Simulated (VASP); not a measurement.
# Tl (P6_3/mmc) in VASP: notebook

Runs on Tl. Level: PBEsol. Tasks: single point.

Program: VASP 6.6.1. These are calculated values, not measurements. Logs are shortened: lines on timing, memory, paths and dates and some standing lists are left out, and cuts for length are marked.

### Step 1. The crystal as given

The structure is hexagonal, space group P6_3/mmc (No. 194). Conventional cell: a = 3.456 Å, b = 3.456 Å, c = 5.525 Å, α = 90.00°, β = 90.00°, γ = 120.00°. Tl (site symmetry -6m2) has 12 Tl at 3.41 to 3.46 Å as nearest neighbours.

### Step 2. Single point, PBEsol

The input, INCAR:

```
PREC = Accurate ; ENCUT = 400
EDIFF = 1E-6 ; ISMEAR = 1
SIGMA = 0.1 ; LREAL = F
LASPH = T ; NELM = 100
ALGO = Normal ; ISIF = 2
LWAVE = F ; LCHARG = F
GGA = PS ; NBANDS = 20
ADDGRID = F
```

The input, KPOINTS:

```
Automatic mesh
0
Gamma
  10 10 5
```

The input, POSCAR:

```
Tl
1.0
    3.4560000000      0.0000000000      0.0000000000
   -1.7280000000      2.9929837955      0.0000000000
    0.0000000000      0.0000000000      5.5250000000
Tl
2
Direct
    0.6666666667      0.3333333333      0.7500000000
    0.3333333333      0.6666666667      0.2500000000
```

Potentials or basis: VASP PAW PBE potentials, release 64 (Tl_d).

The run is started by

```console
cat potpaw_PBE.64/Tl_d/POTCAR > POTCAR
mpirun -np 1 vasp_std > vasp.out
```

OUTCAR:

```text
PREC = Accurate
   ENCUT = 400
   EDIFF = 1E-6
   ISMEAR = 1
   LREAL = F
   LASPH = T
   NELM = 100
   ISIF = 2
   GGA = PS

 Found     42 irreducible k-points:

 Following reciprocal coordinates:
            Coordinates               Weight
  0.000000  0.000000  0.000000      1.000000
  0.100000 -0.000000  0.000000      6.000000
  0.200000 -0.000000  0.000000      6.000000
  0.300000 -0.000000  0.000000      6.000000
  0.400000  0.000000  0.000000      6.000000
  0.500000  0.000000  0.000000      3.000000
   k-points           NKPTS =     42   k-points in BZ     NKDIM =     42   number of bands    NBANDS=     20
   number of dos      NEDOS =    301   number of ions     NIONS =      2
   total plane-waves  NPLWV =  20736
   dimension x,y,z NGX =    24 NGY =   24 NGZ =   36
   dimension x,y,z NGXF=    48 NGYF=   48 NGZF=   72
   ions per type =               2
   NGX,Y,Z   is equivalent  to a cutoff of  11.54, 11.54, 10.83 a.u.
   NGXF,Y,Z  is equivalent  to a cutoff of  23.09, 23.09, 21.66 a.u.
 SYSTEM =  unknown system
   PREC   = accura    normal or accurate (medium, high low for compatibility)
   ISTART =      0    job   : 0-new  1-cont  2-samecut
   ICHARG =      2    charge: 1-file 2-atom 10-const
   ISPIN  =      1    spin polarized calculation?
   LNONCOLLINEAR =      F non collinear calculations
   LSORBIT =      F    spin-orbit coupling
   LASPH  =      T    aspherical Exc in radial PAW
   ENCUT  =  400.0 eV  29.40 Ry    5.42 a.u.   5.64  5.64  9.01*2*pi/ulx,y,z
   NELM   =    100;   NELMIN=  2; NELMDL= -5     # of ELM steps
   EDIFF  = 0.1E-05   stopping-criterion for ELM
   LREAL  =      F    real-space projection
   EDIFFG = 0.1E-04   stopping-criterion for IOM
   NSW    =      0    number of steps for IOM
   IBRION =     -1    ionic relax: 0-MD 1-quasi-New 2-CG
   NFREE  =      0    steps in history (QN), initial steepest desc. (CG)
   ISIF   =      2    stress and relaxation
   ISYM   =      2    0-nonsym 1-usesym 2-fastsym
   POTIM  = 0.5000    time-step for ionic-motion
   TEBEG  =    0.0;   TEEND  =   0.0 temperature during run
   PSTRESS=    0.0 pullay stress
   NELECT =      26.0000    total number of electrons
   NUPDOWN=      -1.0000    fix difference up-down
   EMIN   =  10.00;   EMAX   =-10.00  energy-range for DOS
   EFERMI =   0.00;   METHOD = LEGACY
   ISMEAR =     1;   SIGMA  =   0.10  broadening in eV -4-tet -1-fermi 0-gaus
   EFERMI_NEDOS =   21; number of points for ismear=-14 and -15
   IALGO  =     38    algorithm
   IMIX   =      4    mixing-type and parameters
     AMIX     =   0.40;   BMIX     =  1.00
     AMIX_MAG =   1.60;   BMIX_MAG =  1.00
  volume/ion in A,a.u.               =      28.57       192.83
  Fermi-wavevector in a.u.,A,eV,Ry     =   1.259107  2.379366 21.569987  1.585349
  Thomas-Fermi vector in A             =   2.392683
   LORBIT       =      0    0 simple, 1 ext, 2 COOP (PROOUT), +10 PAW based schemes
   GGA     = PS    functional components
   LHFCALC =     F    Hartree Fock is set to
   AEXX    =    0.0000 exact exchange contribution
   IVDW    =     0    specifies the selected vdW correction
   LEPSILON=     F    determine dielectric tensor
   LRPA    =     F    only Hartree local field effects (RPA)
 non-spin polarized calculation
 Methfessel and Paxton  Order N= 1 SIGMA  =   0.10
  energy-cutoff  :      400.00
  volume of cell :       57.15
 maximum number of plane-waves:      1087
 NGX is ok and might be reduce to    24
   NGX = 11   NGY = 11   NGZ = 19

 number of electron      25.9999998 magnetization

 Free energy of the ion-electron system (eV)
  ---------------------------------------------------
  ext. energy  EPLUGINS =         0.00000000
  ---------------------------------------------------
  free energy    TOTEN  =        -5.24375300 eV

  energy without entropy =       -5.24276456  energy(sigma->0) =       -5.24342352

 E-fermi :   6.2954     XC(G=0): -10.3693

 val. band max:        6.2202980995   @ k =   0.3000   0.2000   0.4000
 cond. band min:       6.3012577816   @ k =   0.2000   0.2000   0.2000
 fundamental gap:      0.0809596821
 Fermi energy:         6.2953510402

 k-point     1 :       0.0000    0.0000    0.0000
  band No.  band energies     occupation
      1      -5.3530      2.00000
      2      -5.1169      2.00000
      3      -5.0971      2.00000
      4      -5.0971      2.00000
      5      -5.0429      2.00000
      6      -5.0429      2.00000
[... 12 lines left out ...]
     19      17.1994      0.00000
     20      17.3067      0.00000

 k-point     2 :       0.1000   -0.0000    0.0000
  band No.  band energies     occupation
      1      -5.3209      2.00000
      2      -5.1534      2.00000
      3      -5.0558      2.00000
      4      -5.0543      2.00000
      5      -5.0401      2.00000
      6      -5.0044      2.00000
[... 12 lines left out ...]
     19      17.1677      0.00000
     20      18.0363      0.00000

 k-point     3 :       0.2000   -0.0000    0.0000
  band No.  band energies     occupation
      1      -5.3145      2.00000
      2      -5.1506      2.00000
      3      -5.0792      2.00000
      4      -5.0643      2.00000
      5      -5.0456      2.00000
      6      -4.9509      2.00000
[... 12 lines left out ...]
     19      16.5211      0.00000
     20      17.8824      0.00000

 k-point     4 :       0.3000   -0.0000    0.0000
  band No.  band energies     occupation
      1      -5.3839      2.00000
      2      -5.1871      2.00000
      3      -5.1743      2.00000
      4      -5.0977      2.00000
      5      -5.0014      2.00000
      6      -4.8555      2.00000
[... 12 lines left out ...]
     19      15.5934      0.00000
     20      16.9431      0.00000

 k-point     5 :       0.4000    0.0000    0.0000
  band No.  band energies     occupation
      1      -5.4472      2.00000
      2      -5.2810      2.00000
      3      -5.2215      2.00000
      4      -5.1367      2.00000
      5      -4.9354      2.00000
      6      -4.9078      2.00000
[... 12 lines left out ...]
     19      14.8703      0.00000
     20      16.3612      0.00000

 k-point     6 :       0.5000    0.0000    0.0000
  band No.  band energies     occupation
      1      -5.4715      2.00000
      2      -5.3174      2.00000
      3      -5.2410      2.00000
      4      -5.1510      2.00000
      5      -4.9253      2.00000
      6      -4.9115      2.00000
[... 12 lines left out ...]
     19      14.6087      0.00000
     20      16.1654      0.00000

 [... further k-points ...]
[... 5 lines left out ...]
  --------------------------------------------------------------------------------------
  -------------------------------------------------------------------------------------
  Total        0.0376434      0.0376434      0.0371446     -0.0000000     -0.0000000     -0.0000000
  in kB        1.0553320      1.0553320      1.0413477     -0.0000000     -0.0000000     -0.0000000
  external PRESSURE =       1.0506706 kB  Pullay stress =       0.0000000 kB

 VOLUME and BASIS-vectors are now :
 -----------------------------------------------------------------------------
  energy-cutoff  :      400.00
  volume of cell :       57.15
      direct lattice vectors                 reciprocal lattice vectors
     3.456000000  0.000000000  0.000000000     0.289351852  0.167057370  0.000000000
    -1.728000000  2.992983795  0.000000000     0.000000000  0.334114739  0.000000000
     0.000000000  0.000000000  5.525000000     0.000000000  0.000000000  0.180995475

 POSITION                                       TOTAL-FORCE (eV/Angst)
 -----------------------------------------------------------------------------------
      1.72800      0.99766      4.14375         0.000000      0.000000      0.000000
     -0.00000      1.99532      1.38125        -0.000000     -0.000000      0.000000
 -----------------------------------------------------------------------------------
    total drift:                               -0.000000      0.000000     -0.000000

  FREE ENERGIE OF THE ION-ELECTRON SYSTEM (eV)
  ---------------------------------------------------
  free  energy   TOTEN  =        -5.2437529991 eV

  energy  without entropy=       -5.2427645550  energy(sigma->0) =       -5.24342352
```

Wall time 10 s (1 thread of Intel Xeon Platinum 8488C (Sapphire Rapids), shared host); peak memory 0.16 GiB.

The run converged, but some of its settings lie outside the range that counts as converged, so its numbers aren't taken as properties of the crystal.

Results:

```yaml
Free_energy: -5.2438 eV
Pressure: 0.1 GPa
Band_gap_on_the_k_mesh: none (metal or under the smearing width)
```

Caveat: the PAW data sets were made with another functional, which shifts forces and pressure a little.

### Step 3. Single point, PBEsol

Edit INCAR of step 2 so:

```diff
@@ -1,2 +1,2 @@
-PREC = Accurate ; ENCUT = 400
+PREC = Accurate ; ENCUT = 450
 EDIFF = 1E-6 ; ISMEAR = 1
```

KPOINTS is that of step 2.

POSCAR is that of step 2.

Potentials or basis: VASP PAW PBE potentials, release 64 (Tl_d).

The run is started by

```console
cat potpaw_PBE.64/Tl_d/POTCAR > POTCAR
mpirun -np 1 vasp_std > vasp.out
```

It took 12 s on 1 thread of Intel Xeon Platinum 8488C (Sapphire Rapids), shared host; peak memory 0.17 GiB.

The run converged, but some of its settings lie outside the range that counts as converged, so its numbers aren't taken as properties of the crystal.

Results:

```
Free energy            : -5.2441 eV
Pressure               : 0.2 GPa
Band gap on the k mesh : none (metal or under the smearing width)
```

Caveat: the PAW data sets were made with another functional, which shifts forces and pressure a little.

(Continued in part 2 of 2.)
